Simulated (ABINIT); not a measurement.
# BaTiO3 (P4mm) in ABINIT: single point with PBE

Aim: the single point of BaTiO3 with PBE.

Everything below comes from runs of ABINIT 10.8.3 (patched build). Logs are shortened: lines on timing, memory, paths and dates and some standing lists are left out, and cuts for length are marked. The log counts tension as positive stress, the text compression.

**1. The undisturbed crystal**

The structure is tetragonal, space group P4mm (No. 99). The conventional cell has a = 4.000 Å, b = 4.000 Å, c = 4.018 Å, α = 90.00°, β = 90.00°, γ = 90.00°. Ba (site symmetry 4mm) has 12 O at 2.79 to 2.88 Å as nearest neighbours. Ti (site symmetry 4mm) has 6 O at 1.89 to 2.13 Å as nearest neighbours. Around O (site symmetry 2mm) lie 2 Ti at 2.00 Å. Around O (site symmetry 4mm) lie 2 Ti at 1.89 to 2.13 Å.

**2. Single point, PBE (atoms moved at random, drawn with an rms of 0.05 Å)**

File run.abi:

```
# Pseudopotentials
pp_dirpath "./"
pseudos "Ba.GGA_PBE-JTH.xml, Ti.GGA_PBE-JTH.xml, O.GGA_PBE-JTH.xml"

# Structure
acell 3*1.0 Angstrom
rprim
     3.9998000000     0.0000000000     0.0000000000
     0.0000000000     3.9998000000     0.0000000000
     0.0000000000     0.0000000000     4.0180000000
ntypat 3
znucl 56 22 8
natom 5
typat 1 2 3 3 3
xcart
    -0.0749125567     0.1162803725    -0.0294225633
     3.7557184664     3.7818709683     3.7462022497
    -0.0278985215     3.7826721721     3.8917661108
     3.8807742882     0.0034844807     3.9606946346
     3.8282576458     3.7266408148     0.1870363877
chkprim 0
chksymtnons 0
tolsym 1.0e-6

# Plane-wave basis
ecut 23.0
pawecutdg 45.0
pawxcdev 0

# k points
kptopt 1
ngkpt 7 7 7
nshiftk 1
shiftk 0.0 0.0 0.0

# Exchange and correlation
ixc 11

# Bands and occupations
nband 24
occopt 3
tsmear 0.05 eV

# SCF cycle
nstep 100
tolvrs 1.0e-9

# Output
iomode 3
prtwf 0
prtden 0
prteig 0
prtebands 0
```

Potentials or basis: JTH PAW PBE v2.0.

The run is started by

```console
$ abinit run.abi > log 2>&1
```

run.abo:

```text
.Version 10.8.3 of ABINIT
 Symmetries : space group P1 (#  1); Bravais aP (primitive triclinic)
================================================================================
 Values of the parameters that define the memory need of the present run
     intxc =       0    ionmov =       0      iscf =      17    lmnmax =      18
     lnmax =       6     mgfft =      36  mpssoang =       3    mqgrid =    3001
     natom =       5  nloc_mem =       2    nspden =       1   nspinor =       1
    nsppol =       1      nsym =       1    n1xccc =       1    ntypat =       3
    occopt =       3   xclevel =       2
       mpw =        2303          nfft =       46656          nkpt =         172
 PAW method is used; the additional fine FFT grid is defined by:
   mgfftf=        48    nfftf =    110592
================================================================================
================================================================================

--------------------------------------------------------------------------------
------------- Echo of variables that govern the present computation ------------
--------------------------------------------------------------------------------
 -outvars: echo values of preprocessed input variables --------
            acell      1.8897261259E+00  1.8897261259E+00  1.8897261259E+00 Bohr
              amu      1.37327000E+02  4.78800000E+01  1.59994000E+01
          chkprim           0
      chksymtnons           0
             ecut      2.30000000E+01 Hartree
                       outvar_i_n : Printing only first  50 k-points.
              ixc          11
                       outvar_i_n : Printing only first  50 k-points.
         kptrlatt        7    0    0      0    7    0      0    0    7
          kptrlen      5.29096859E+01
            natom           5
            nband          24
            ngfft          36      36      36
          ngfftdg          48      48      48
             nkpt         172
            nstep         100
             nsym           1
           ntypat           3
                       prtocc : prtvol=0, do not print more k-points.
           occopt           3
        pawecutdg      4.50000000E+01 Hartree
         pawxcdev           0
           prtden           0
        prtebands           0
           prteig           0
            prtwf           0
            rprim      3.9998000000E+00  0.0000000000E+00  0.0000000000E+00
                       0.0000000000E+00  3.9998000000E+00  0.0000000000E+00
                       0.0000000000E+00  0.0000000000E+00  4.0180000000E+00
          spgroup           1
           tolsym      1.00000000E-06
           tolvrs      1.00000000E-09
           tsmear      1.83746611E-03 Hartree
            typat      1  2  3  3  3
           useylm           1
                       outvars : Printing only first  50 k-points.
           xangst     -3.9642017789E-02  6.1532923161E-02 -1.5569749974E-02
                       1.9874406216E+00  2.0012799296E+00  1.9824048566E+00
                      -1.4763261786E-02  2.0017039084E+00  2.0594339346E+00
                       2.0536173126E+00  1.8439077770E-03  2.0959093386E+00
                       2.0258267022E+00  1.9720533911E+00  9.8975393913E-02
            xcart     -7.4912556700E-02  1.1628037250E-01 -2.9422563300E-02
                       3.7557184664E+00  3.7818709683E+00  3.7462022497E+00
                      -2.7898521500E-02  3.7826721721E+00  3.8917661108E+00
                       3.8807742882E+00  3.4844807000E-03  3.9606946346E+00
                       3.8282576458E+00  3.7266408148E+00  1.8703638770E-01
             xred     -9.9109999973E-03  1.5383999990E-02 -3.8749999936E-03
                       4.9688499966E-01  5.0034499966E-01  4.9338099966E-01
                      -3.6909999964E-03  5.0045099966E-01  5.1255199965E-01
                       5.1342999965E-01  4.6099999425E-04  5.2162999964E-01
                       5.0648199966E-01  4.9303799967E-01  2.4632999978E-02
            znucl       56.00000   22.00000    8.00000

================================================================================

 chkinp: Checking input parameters for consistency.

================================================================================
== DATASET  1 ==================================================================

--- !DatasetInfo
iteration_state: {dtset: 1, }
dimensions: {natom: 5, nkpt: 172, mband: 24, nsppol: 1, nspinor: 1, nspden: 1, mpw: 2303, }
cutoff_energies: {ecut:  23.0, pawecutdg:  45.0, }
electrons: {nelect:   4.00000000E+01, charge:   0.00000000E+00, occopt:   3.00000000E+00, tsmear:   1.83746611E-03, }
meta: {optdriver: 0, ionmov: 0, optcell: 0, iscf: 17, paral_kgb: 0, }
...

 Exchange-correlation functional for the present dataset will be:
  GGA: Perdew-Burke-Ernzerhof functional - ixc=11
  J.P.Perdew, K.Burke, M.Ernzerhof, PRL 77, 3865 (1996)

 Real(R)+Recip(G) space primitive vectors, cartesian coordinates (Bohr,Bohr^-1):
 R(1)=  7.5585266  0.0000000  0.0000000  G(1)=  0.1323009  0.0000000  0.0000000
 R(2)=  0.0000000  7.5585266  0.0000000  G(2)=  0.0000000  0.1323009  0.0000000
 R(3)=  0.0000000  0.0000000  7.5929196  G(3)=  0.0000000  0.0000000  0.1317016
 Unit cell volume ucvol=  4.3379355E+02 bohr^3
 Angles (23,13,12)=  9.00000000E+01  9.00000000E+01  9.00000000E+01 degrees

 Coarse grid specifications (used for wave-functions):

 getcut: wavevector=  0.0000  0.0000  0.0000  ngfft=  36  36  36
         ecut(hartree)=     23.000   => boxcut(ratio)=   2.19616

[... 79 lines left out ...]
fermie    :   1.86922398E-01
cartesian_stress_tensor: # hartree/bohr^3
- [ -1.33563380E-04,   7.42444317E-06,  -1.59389734E-05, ]
- [  7.42444317E-06,  -1.19092223E-04,   6.42188002E-06, ]
- [ -1.59389734E-05,   6.42188002E-06,  -1.68995267E-04, ]
pressure_GPa:   4.1351E+00
xred      :
- [ -9.9110E-03,   1.5384E-02,  -3.8750E-03, Ba]
- [  4.9688E-01,   5.0034E-01,   4.9338E-01, Ti]
- [ -3.6910E-03,   5.0045E-01,   5.1255E-01,  O]
- [  5.1343E-01,   4.6100E-04,   5.2163E-01,  O]
- [  5.0648E-01,   4.9304E-01,   2.4633E-02,  O]
cartesian_forces: # hartree/bohr
- [  5.65933226E-03,  -8.29001345E-03,   4.92940029E-03, ]
- [ -2.58553207E-04,   3.50669357E-03,  -5.10464073E-03, ]
- [  8.73094497E-03,   1.45289232E-03,   1.23731646E-03, ]
- [ -8.54757202E-03,  -1.04299709E-03,  -2.48181349E-03, ]
- [ -5.58415200E-03,   4.37342465E-03,   1.41973748E-03, ]
force_length_stats: {min:   6.19847615E-03, max:   1.11826362E-02, mean:   8.50265785E-03, }
...

 Integrated electronic density in atomic spheres:
 ------------------------------------------------
 Atom  Sphere_radius  Integrated_density
    1        2.31519          6.55138342
    2        2.30803         10.28543694
    3        1.41465          4.55295104
    4        1.41465          4.55737328
    5        1.41465          4.56803922

================================================================================

 ----iterations are completed or convergence reached----

 Mean square residual over all n,k,spin=   99.719E-09; max=  31.156E-05
 reduced coordinates (array xred) for    5 atoms
      -0.009910999997      0.015383999990     -0.003874999994
       0.496884999660      0.500344999661      0.493380999659
      -0.003690999996      0.500450999659      0.512551999652
       0.513429999645      0.000460999994      0.521629999640
       0.506481999662      0.493037999669      0.024632999978
 rms dE/dt=  3.7870E-02; max dE/dt=  6.4738E-02; dE/dt below (all hartree)
    1      -0.042645019653      0.062820200349     -0.037415571349
    2       0.002085474806     -0.026345522993      0.038772095099
    3      -0.065861885945     -0.010821811699     -0.009381875803
    4       0.064738243663      0.008043434665      0.018857178809
    5       0.042339154754     -0.032896732919     -0.010766983932

 cartesian coordinates (angstrom) at end:
    1     -0.03964201778923     0.06153292316057    -0.01556974997415
    2      1.98744062163814     2.00127992964233     1.98240485662990
    3     -0.01476326178567     2.00170390843429     2.05943393460282
    4      2.05361731258055     0.00184390777702     2.09590933855422
    5      2.02582670224818     1.97205339107528     0.09897539391331

 cartesian forces (hartree/bohr) at end:
    1      0.00565933225836    -0.00829001345493     0.00492940028526
    2     -0.00025855320687     0.00350669356900    -0.00510464073234
    3      0.00873094497461     0.00145289231905     0.00123731645999
    4     -0.00854757202201    -0.00104299708732    -0.00248181349229
    5     -0.00558415200409     0.00437342465421     0.00141973747938
 frms,max,avg= 5.0065103E-03 8.7309450E-03  -1.736E-05 -2.116E-05 -1.708E-06 h/b

 cartesian forces (eV/Angstrom) at end:
    1      0.29101456545760    -0.42628963154838     0.25347995425861
    2     -0.01329534045865     0.18032143344605    -0.26249118035905
    3      0.44896324192083     0.07471072691679     0.06362537053814
    4     -0.43953382557287    -0.05363306663825    -0.12761998095081
    5     -0.28714864134690     0.22489053782378     0.07300583651311
 frms,max,avg= 2.5744511E-01 4.4896324E-01  -8.925E-04 -1.088E-03 -8.783E-05 e/A
 length scales=  1.889726125908  1.889726125908  1.889726125908 bohr
              =  1.000000000000  1.000000000000  1.000000000000 angstroms
 Fermi (or HOMO) energy (hartree) =   0.18692   Average Vxc (hartree)=  -0.41557
 Eigenvalues (hartree) for nkpt= 172  k points:
 kpt#   1, nband= 24, wtk=  0.00292, kpt=  0.0000  0.0000  0.0000 (reduced coord)
  -1.92470   -1.05213   -1.05077   -1.05071   -0.75923   -0.46875   -0.44536   -0.44283
  -0.21451   -0.21408   -0.21392    0.06704    0.06742    0.06852    0.10622    0.10723
   0.11133    0.14087    0.14216    0.14340    0.21992    0.22622    0.22911    0.30151
      occupation numbers for kpt#   1
   2.00000    2.00000    2.00000    2.00000    2.00000    2.00000    2.00000    2.00000
   2.00000    2.00000    2.00000    2.00000    2.00000    2.00000    2.00000    2.00000
   2.00000    2.00000    2.00000    2.00000    0.00000    0.00000    0.00000    0.00000
 prteigrs : prtvol=0 or 1, do not print more k-points.

--- !EnergyTerms
iteration_state     : {dtset: 1, }
comment             : Components of total free energy in Hartree
kinetic             :  3.97162147994956E+01
hartree             :  2.95149070851953E+01
xc                  : -2.18761954453509E+01
Ewald energy        : -1.03417529438568E+02
psp_core            :  9.30927812571223E+00
local_psp           : -9.03849683559086E+01
PAW spherical_terms :  3.88041399022753E+00
internal            : -1.33257879239197E+02
'-kT*entropy'       : -1.77344587078939E-11
total_energy        : -1.33257879239214E+02
total_energy_eV     : -3.62613162229856E+03
...

--- !EnergyTermsDC
iteration_state     : {dtset: 1, }
comment             : '"Double-counting" decomposition of free energy'
band_energy         : -1.42915498959730E+01
Ewald energy        : -1.03417529438568E+02
psp_core            :  9.30927812571223E+00
xc_dc               : -2.78012040667739E+01
PAW spherical_terms :  2.94312605064876E+00
internal            : -1.33257879224954E+02
'-kT*entropy'       : -1.77344587078939E-11
total_energy_dc     : -1.33257879224972E+02
total_energy_dc_eV  : -3.62613162191099E+03
...

--- !EnergyTermsWithPAWCore
iteration_state     : {dtset: 1, }
comment             : 'Components of total free energy, including PAW core contributions'
Total energy        : -9.21555898550453E+03
Total energy DC     : -9.21555898549029E+03
Total energy (eV)   : -2.50768135027185E+05
Total energy DC (eV): -2.50768135026797E+05
...

 Cartesian components of stress tensor (hartree/bohr^3)
  sigma(1 1)= -1.33563380E-04  sigma(3 2)=  6.42188002E-06
  sigma(2 2)= -1.19092223E-04  sigma(3 1)= -1.59389734E-05
  sigma(3 3)= -1.68995267E-04  sigma(2 1)=  7.42444317E-06

-Cartesian components of stress tensor (GPa)         [Pressure=  4.1351E+00 GPa]
- sigma(1 1)= -3.92957029E+00  sigma(3 2)=  1.88938233E-01
- sigma(2 2)= -3.50381416E+00  sigma(3 1)= -4.68940788E-01
- sigma(3 3)= -4.97201240E+00  sigma(2 1)=  2.18434659E-01

== END DATASET(S) ==============================================================
================================================================================

 -outvars: echo values of variables after computation  --------
            acell      1.8897261259E+00  1.8897261259E+00  1.8897261259E+00 Bohr
           etotal     -1.3325787922E+02
            fcart      5.6593322584E-03 -8.2900134549E-03  4.9294002853E-03
                      -2.5855320687E-04  3.5066935690E-03 -5.1046407323E-03
                       8.7309449746E-03  1.4528923191E-03  1.2373164600E-03
                      -8.5475720220E-03 -1.0429970873E-03 -2.4818134923E-03
                      -5.5841520041E-03  4.3734246542E-03  1.4197374794E-03
            rprim      3.9998000000E+00  0.0000000000E+00  0.0000000000E+00
                       0.0000000000E+00  3.9998000000E+00  0.0000000000E+00
                       0.0000000000E+00  0.0000000000E+00  4.0180000000E+00
           strten     -1.3356337955E-04 -1.1909222256E-04 -1.6899526666E-04
                       6.4218800201E-06 -1.5938973408E-05  7.4244431652E-06
           xangst     -3.9642017789E-02  6.1532923161E-02 -1.5569749974E-02
                       1.9874406216E+00  2.0012799296E+00  1.9824048566E+00
                      -1.4763261786E-02  2.0017039084E+00  2.0594339346E+00
                       2.0536173126E+00  1.8439077770E-03  2.0959093386E+00
                       2.0258267022E+00  1.9720533911E+00  9.8975393913E-02
             xred     -9.9109999973E-03  1.5383999990E-02 -3.8749999936E-03
                       4.9688499966E-01  5.0034499966E-01  4.9338099966E-01
                      -3.6909999964E-03  5.0045099966E-01  5.1255199965E-01
                       5.1342999965E-01  4.6099999425E-04  5.2162999964E-01
                       5.0648199966E-01  4.9303799967E-01  2.4632999978E-02
 Calculation completed.
```

Wall time 8.7 min (1 thread of Intel Xeon Platinum 8488C (Sapphire Rapids), shared host); peak memory 0.37 GiB.

What came out:

| Item | Value |
| --- | --- |
| Free energy | -3626.1316 eV |
| Pressure | 4.1 GPa |
| Largest force | 0.575 eV/Å |
| Band gap on the k mesh | 1.90 eV, indirect (least direct gap 2.08 eV) |

Forces in eV/Å, atoms in the order of the input:
```
Ba   0.291 -0.426  0.253
Ti  -0.013  0.180 -0.262
O    0.449  0.075  0.064
O   -0.440 -0.054 -0.128
O   -0.287  0.225  0.073
```

Stress tensor (GPa, compression positive):
```
 3.93 -0.22  0.47
-0.22  3.50 -0.19
 0.47 -0.19  4.97
```

Levels at points of the mesh, in eV from the valence-band top:
```tsv
k point	band 16	band 17	band 18	band 19	band 20	band 21	band 22	band 23	band 24
(0.00, 0.00, 0.00)	-1.16	-1.05	-0.25	-0.21	-0.18	1.90	2.08	2.15	4.12
```

Caveat: this set's barium file shifts pressures by 1.5 GPa and gaps by 0.1 eV against other sets; spin-orbit coupling is left out, which moves the levels of the heavy elements; an odd mesh through Γ misses points on the zone boundary, where band edges often lie; the atomic spheres overlap.
